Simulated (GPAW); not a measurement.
Runs of GPAW 26.7.0 on SnO2 (Cassiterite). The structure is tetragonal, space group P4_2/mnm (No. 136). Conventional cell: a = 4.738 Å, b = 4.738 Å, c = 3.187 Å, α = 90.00°, β = 90.00°, γ = 90.00°. Around Sn (site symmetry mmm) lie 6 O at 2.05 to 2.06 Å. O (site symmetry m2m) is surrounded by 3 Sn at 2.05 to 2.06 Å. 

| task | level | potentials or basis | cell | k mesh | cutoff (eV) | convergence | supercell k mesh | displacement | relaxed first | ecut relax | grid spacing | mesh quality | gap on the mesh (eV) | pressure (GPa) |
| --- | --- | --- | --- | --- | --- | --- | --- | --- | --- | --- | --- | --- | --- | --- |
| phonons | LDA | the program's PAW data sets (release 1.2.1) made for this functional, pw | relaxed | 4 × 4 × 5 | 680 | density=1e-06 eigenstates=1e-09 | 4 × 4 × 5 | 0.03 | cell | 800 | - | coarse | 1.31 | 0.0 |
| phonons | PBEsol | PAW data sets generated in the run's folder for this functional, pw | relaxed | 4 × 4 × 5 | 680 | density=1e-06 eigenstates=1e-09 | 4 × 4 × 5 | 0.03 | cell | 800 | - | coarse | 1.02 | 0.0 |
| phonons | revPBE+D3(BJ)+ATM | the program's PAW data sets (release 1.2.1) made for this functional, lcao:dzp | atoms relaxed | 4 × 4 × 6 | - | density=1e-06 | 4 × 4 × 6 | 0.01 | ions | - | 0.16 Å | not flagged | (b) | - |
| phonons | r2SCAN | GPAW PAW data sets (gpaw-data 1.2.1), pw | relaxed | 4 × 4 × 5 | 680 | density=1e-06 eigenstates=1e-09 | 4 × 4 × 5 | 0.03 | cell | 800 | - | coarse | (a) | 0.0 |
| phonons | PBE | GPAW PAW data sets (gpaw-data 1.2.1), pw | relaxed | 4 × 4 × 5 | 680 | density=1e-06 eigenstates=1e-09 | 4 × 4 × 5 | 0.03 | cell | 800 | - | coarse | 0.79 | 0.0 |

Alike in all rows: no spin polarisation; smearing fermi-dirac 0.05 eV.

Task: Fill in the values left out.

Result: (a) 1.91; (b) 1.05.

Caveats: the LO-TO splitting is left out; spin-orbit coupling is left out, which moves the levels of the heavy elements; the cutoff is short for stress and forces, so pressures can be off by a GPa or more (some runs); some modes are imaginary (some runs); the basis of atomic orbitals isn't converged, which shifts pressures, moduli and gaps (some runs); the PAW data sets were made with another functional, which shifts forces and pressure a little (some runs).

A k mesh can miss the band edges, and the runs leave out spin-orbit coupling on Sn.
